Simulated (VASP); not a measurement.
# In in VASP: reference runs

Reference runs on In: the cell as given.

Everything below comes from runs of VASP 6.6.1. Logs are shortened: lines on timing, memory, paths and dates and some standing lists are left out, and cuts for length are marked.

### Step 1. The cell of the first run

The cell holds a slab with vacuum, 6 atoms: a = 3.364 Å, b = 3.364 Å, c = 28.500 Å, α = 90.00°, β = 90.00°, γ = 120.00°.

The slab is cut from a database's or a generator's crystal, which needn't be the stable form of the element.

### Step 2. Single point, PBE (the (0 0 1) slab of In, cut from the database cell, not relaxed)

Contents of INCAR:

```
PREC = Accurate
ENCUT = 520
EDIFF = 1E-7
ISMEAR = -1
SIGMA = 0.05
LREAL = F
LASPH = T
NELM = 100
ALGO = Normal
ISIF = 2
LWAVE = F
LCHARG = T
LDIPOL = T
IDIPOL = 3
DIPOL = 0.5 0.5 0.500
GGA = PE
LELF = T
LVHAR = T
LVACPOTAV = T
NBANDS = 48
```

Contents of KPOINTS:

```
Automatic mesh
0
Gamma
  9 9 1
```

Contents of POSCAR:

```
In
1.0
    3.3638438630      0.0000000000      0.0000000000
   -1.6819219315      2.9131742397      0.0000000000
    0.0000000000      0.0000000000     28.4996354500
In
6
Direct
    0.6666666700      0.3333333400      0.2631612609
    0.0000000000      0.0000000000      0.3578967565
    0.3333333300      0.6666666600      0.4526322522
    0.0000000000      0.0000000000      0.5473677478
    0.6666666700      0.3333333400      0.6421032435
    0.0000000000      0.0000000000      0.7368387391
```

Potentials or basis: VASP PAW PBE potentials, release 64 (In_d).

Launch:

```
$ cat potpaw_PBE.64/In_d/POTCAR > POTCAR
$ mpirun -np 1 vasp_std > vasp.out
```

OUTCAR:

```text
PREC = Accurate
   ENCUT = 520
   EDIFF = 1E-7
   ISMEAR = -1
   LREAL = F
   LASPH = T
   NELM = 100
   ISIF = 2
   GGA = PE

 ion  position               nearest neighbor table
   1  0.667  0.333  0.263-   2 3.33   2 3.33   2 3.33
   2  0.000  0.000  0.358-   1 3.33   3 3.33   1 3.33   1 3.33   3 3.33   3 3.33
   3  0.333  0.667  0.453-   4 3.33   2 3.33   4 3.33   4 3.33   2 3.33   2 3.33
   4  0.000  0.000  0.547-   3 3.33   5 3.33   3 3.33   3 3.33   5 3.33   5 3.33
   5  0.667  0.333  0.642-   6 3.33   4 3.33   6 3.33   6 3.33   4 3.33   4 3.33
   6  0.000  0.000  0.737-   5 3.33   5 3.33   5 3.33

  LATTYP: Found a hexagonal cell.
 ALAT       =     3.3638438630
 C/A-ratio  =     8.4723419429

  Lattice vectors:

 A1 = (   3.3638438630,   0.0000000000,   0.0000000000)
 A2 = (  -1.6819219315,   2.9131742397,   0.0000000000)
 A3 = (   0.0000000000,   0.0000000000,  28.4996354500)

Analysis of symmetry for initial positions (statically):
=====================================================================
 Subroutine PRICEL returns:
 Original cell was already a primitive cell.

 Routine SETGRP: Setting up the symmetry group for a
 hexagonal supercell.

 Subroutine GETGRP returns: Found  6 space group operations
 (whereof  6 operations were pure point group operations)
 out of a pool of 24 trial point group operations.

The static configuration has the point symmetry C_3v.

Analysis of symmetry for dynamics (positions and initial velocities):
=====================================================================
 Subroutine PRICEL returns:
 Original cell was already a primitive cell.

 Routine SETGRP: Setting up the symmetry group for a
 hexagonal supercell.

 Subroutine GETGRP returns: Found  6 space group operations
 (whereof  6 operations were pure point group operations)
 out of a pool of 24 trial point group operations.

The dynamic configuration has the point symmetry C_3v.

 Subroutine INISYM returns: Found  6 space group operations
 (whereof  6 operations are pure point group operations),
 and found     1 'primitive' translations

----------------------------------------------------------------------------------------

                                     Primitive cell

  volume of cell :     279.2811

  direct lattice vectors                    reciprocal lattice vectors
     3.363843863  0.000000000  0.000000000     0.297278958  0.171634087  0.000000000
    -1.681921932  2.913174240  0.000000000     0.000000000  0.343268173  0.000000000
     0.000000000  0.000000000 28.499635450     0.000000000  0.000000000  0.035088168

  length of vectors
     3.363843863  3.363843863 28.499635450     0.343268173  0.343268173  0.035088168

  position of ions in fractional coordinates (direct lattice)
     0.666666670  0.333333340  0.263161261
     0.000000000  0.000000000  0.357896756
     0.333333330  0.666666660  0.452632252
     0.000000000  0.000000000  0.547367748
     0.666666670  0.333333340  0.642103244
     0.000000000  0.000000000  0.736838739

  ion indices of the primitive-cell ions
   primitive index   ion index
                 1           1
                 2           2
                 3           3
                 4           4
                 5           5
                 6           6

----------------------------------------------------------------------------------------

 KPOINTS: Automatic mesh

Automatic generation of k-mesh.
 Grid dimensions read from file:
 generate k-points for:    9    9    1

 Generating k-lattice:

  Cartesian coordinates                     Fractional coordinates (reciprocal lattice)
     0.033030995  0.019070454  0.000000000     0.111111111  0.000000000  0.000000000
     0.000000000  0.038140908  0.000000000     0.000000000  0.111111111  0.000000000
     0.000000000  0.000000000  0.035088168     0.000000000  0.000000000  1.000000000

  Length of vectors
     0.038140908  0.038140908  0.035088168

  Shift w.r.t. Gamma in fractional coordinates (k-lattice)
     0.000000000  0.000000000  0.000000000

 Subroutine IBZKPT returns following result:
 ===========================================

 Found     12 irreducible k-points:

 Following reciprocal coordinates:
            Coordinates               Weight
  0.000000  0.000000  0.000000      1.000000
  0.111111  0.000000  0.000000      6.000000
  0.222222  0.000000  0.000000      6.000000
  0.333333  0.000000  0.000000      6.000000
  0.444444  0.000000  0.000000      6.000000
  0.111111  0.111111  0.000000      6.000000
  0.222222  0.111111  0.000000     12.000000
  0.333333  0.111111  0.000000     12.000000
  0.444444  0.111111  0.000000      6.000000
  0.222222  0.222222  0.000000      6.000000
  0.333333  0.222222  0.000000     12.000000
  0.333333  0.333333  0.000000      2.000000
   k-points           NKPTS =     12   k-points in BZ     NKDIM =     12   number of bands    NBANDS=     48
   number of dos      NEDOS =    301   number of ions     NIONS =      6
   total plane-waves  NPLWV = 169344
   dimension x,y,z NGX =    28 NGY =   28 NGZ =  216
   dimension x,y,z NGXF=    56 NGYF=   56 NGZF=  432
   ions per type =               6
   NGX,Y,Z   is equivalent  to a cutoff of  13.84, 13.84, 12.60 a.u.
   NGXF,Y,Z  is equivalent  to a cutoff of  27.68, 27.68, 25.20 a.u.
 SYSTEM =  unknown system
   PREC   = accura    normal or accurate (medium, high low for compatibility)
   ISTART =      0    job   : 0-new  1-cont  2-samecut
   ICHARG =      2    charge: 1-file 2-atom 10-const
   ISPIN  =      1    spin polarized calculation?
   LNONCOLLINEAR =      F non collinear calculations
   LSORBIT =      F    spin-orbit coupling
   LASPH  =      T    aspherical Exc in radial PAW
   ENCUT  =  520.0 eV  38.22 Ry    6.18 a.u.   6.25  6.25 52.99*2*pi/ulx,y,z
   NELM   =    100;   NELMIN=  2; NELMDL= -5     # of ELM steps
   EDIFF  = 0.1E-06   stopping-criterion for ELM
   LREAL  =      F    real-space projection
   EDIFFG = 0.1E-05   stopping-criterion for IOM
   NSW    =      0    number of steps for IOM
   IBRION =     -1    ionic relax: 0-MD 1-quasi-New 2-CG
   NFREE  =      0    steps in history (QN), initial steepest desc. (CG)
   ISIF   =      2    stress and relaxation
   ISYM   =      2    0-nonsym 1-usesym 2-fastsym
   POTIM  = 0.5000    time-step for ionic-motion
   TEBEG  =    0.0;   TEEND  =   0.0 temperature during run
   PSTRESS=    0.0 pullay stress
   NELECT =      78.0000    total number of electrons
   NUPDOWN=      -1.0000    fix difference up-down
   EMIN   =  10.00;   EMAX   =-10.00  energy-range for DOS
   EFERMI =   0.00;   METHOD = LEGACY
   ISMEAR =    -1;   SIGMA  =   0.05  broadening in eV -4-tet -1-fermi 0-gaus
   EFERMI_NEDOS =   21; number of points for ismear=-14 and -15
   IALGO  =     38    algorithm
   IMIX   =      4    mixing-type and parameters
     AMIX     =   0.40;   BMIX     =  1.00
     AMIX_MAG =   1.60;   BMIX_MAG =  1.00
  volume/ion in A,a.u.               =      46.55       314.11
  Fermi-wavevector in a.u.,A,eV,Ry     =   1.070104  2.022203 15.580327  1.145122
  Thomas-Fermi vector in A             =   2.205803
   LORBIT       =      0    0 simple, 1 ext, 2 COOP (PROOUT), +10 PAW based schemes
   GGA     = PE    functional components
   LHFCALC =     F    Hartree Fock is set to
   AEXX    =    0.0000 exact exchange contribution
   IVDW    =     0    specifies the selected vdW correction
   LEPSILON=     F    determine dielectric tensor
   LRPA    =     F    only Hartree local field effects (RPA)
 non-spin polarized calculation
  energy-cutoff  :      520.00
  volume of cell :      279.28
 maximum number of plane-waves:      7581
 NGX is ok and might be reduce to    28
   NGX = 13   NGY = 13   NGZ =105

 dipolmoment           0.000000      0.000000      0.000356 electrons x Angstroem

 number of electron      77.9999974 magnetization

 dipolmoment           0.000000      0.000000     -0.001124 electrons x Angstroem

 Free energy of the ion-electron system (eV)
  ---------------------------------------------------
  ext. energy  EPLUGINS =         0.00000000
  ---------------------------------------------------
  free energy    TOTEN  =       -14.91078208 eV

  energy without entropy =      -14.86644081  energy(sigma->0) =      -14.88861144

 E-fermi :   2.5109     XC(G=0):  -6.3495

 val. band max:        2.4995763643   @ k =   0.2222   0.2222   0.0000
 cond. band min:       2.5311548658   @ k =   0.3333   0.1111   0.0000
 fundamental gap:      0.0315785015
 Fermi energy:         2.5108850155

 k-point     1 :       0.0000    0.0000    0.0000
  band No.  band energies     occupation
      1     -12.1487      2.00000
      2     -12.1263      2.00000
      3     -12.1033      2.00000
      4     -12.0962      2.00000
      5     -12.0962      2.00000
      6     -12.0899      2.00000
[... 40 lines left out ...]
     47      10.7255      0.00000
     48      11.0174      0.00000

 k-point     2 :       0.1111    0.0000    0.0000
  band No.  band energies     occupation
      1     -12.1416      2.00000
      2     -12.1210      2.00000
      3     -12.1148      2.00000
      4     -12.0965      2.00000
      5     -12.0820      2.00000
      6     -12.0743      2.00000
[... 40 lines left out ...]
     47       9.2370      0.00000
     48       9.3710      0.00000

 k-point     3 :       0.2222    0.0000    0.0000
  band No.  band energies     occupation
      1     -12.1819      2.00000
      2     -12.1559      2.00000
      3     -12.1325      2.00000
      4     -12.1071      2.00000
      5     -12.0880      2.00000
      6     -12.0778      2.00000
[... 448 lines left out ...]
     47       4.7537      0.00000
     48       5.2653      0.00000

 k-point    12 :       0.3333    0.3333    0.0000
  band No.  band energies     occupation
      1     -12.1705      2.00000
      2     -12.1610      2.00000
      3     -12.1338      2.00000
      4     -12.1231      2.00000
      5     -12.0923      2.00000
      6     -12.0895      2.00000
[... 40 lines left out ...]
     47       4.1195      0.00000
     48       4.3885      0.00000

------------------------ aborting loop because EDIFF is reached ----------------------------------------

  FORCE on cell =-STRESS in cart. coord.  units (eV):
  Direction    XX          YY          ZZ          XY          YZ          ZX
  --------------------------------------------------------------------------------------
  -------------------------------------------------------------------------------------
  Total        0.0199151      0.0199151      2.0595033      0.0000000      0.0000000     -0.0000000
  in kB        0.1142489      0.1142489     11.8149391      0.0000000      0.0000000     -0.0000000
  external PRESSURE =       4.0144790 kB  Pullay stress =       0.0000000 kB

 VOLUME and BASIS-vectors are now :
 -----------------------------------------------------------------------------
  energy-cutoff  :      520.00
  volume of cell :      279.28
      direct lattice vectors                 reciprocal lattice vectors
     3.363843863  0.000000000  0.000000000     0.297278958  0.171634087  0.000000000
    -1.681921932  2.913174240  0.000000000     0.000000000  0.343268173  0.000000000
     0.000000000  0.000000000 28.499635450     0.000000000  0.000000000  0.035088168

 POSITION                                       TOTAL-FORCE (eV/Angst)
 -----------------------------------------------------------------------------------
      1.68192      0.97106      7.50000         0.000000      0.000000     -0.221378
      0.00000      0.00000     10.19993        -0.000000     -0.000000      0.086515
      0.00000      1.94212     12.89985         0.000000     -0.000000     -0.061364
      0.00000      0.00000     15.59978        -0.000000     -0.000000      0.091351
      1.68192      0.97106     18.29971        -0.000000      0.000000     -0.018735
      0.00000      0.00000     20.99964        -0.000000     -0.000000      0.123611
 -----------------------------------------------------------------------------------
    total drift:                               -0.000000     -0.000007     -0.000107

  FREE ENERGIE OF THE ION-ELECTRON SYSTEM (eV)
  ---------------------------------------------------
  free  energy   TOTEN  =       -14.9107820817 eV

  energy  without entropy=      -14.8664408063  energy(sigma->0) =      -14.88861144

 vacuum level on the upper side and lower side of the slab         6.437         6.458
```

It took 4 min on 1 thread of Intel Xeon 6975P-C (Granite Rapids), shared host; peak memory 0.46 GiB.

Results:

| Property | Result |
| --- | --- |
| Free energy | -14.9108 eV |
| Largest force | 0.221 eV/Å |
| Band gap on the k mesh | none (metal or under the smearing width) |
| Work function of the upper face | 3.93 eV |
| Work function of the lower face | 3.95 eV |

Forces in eV/Å, atoms in the order of the input:
```
In   0.000  0.000 -0.221
In   0.000  0.000  0.087
In   0.000  0.000 -0.061
In   0.000  0.000  0.091
In   0.000  0.000 -0.019
In   0.000  0.000  0.124
```
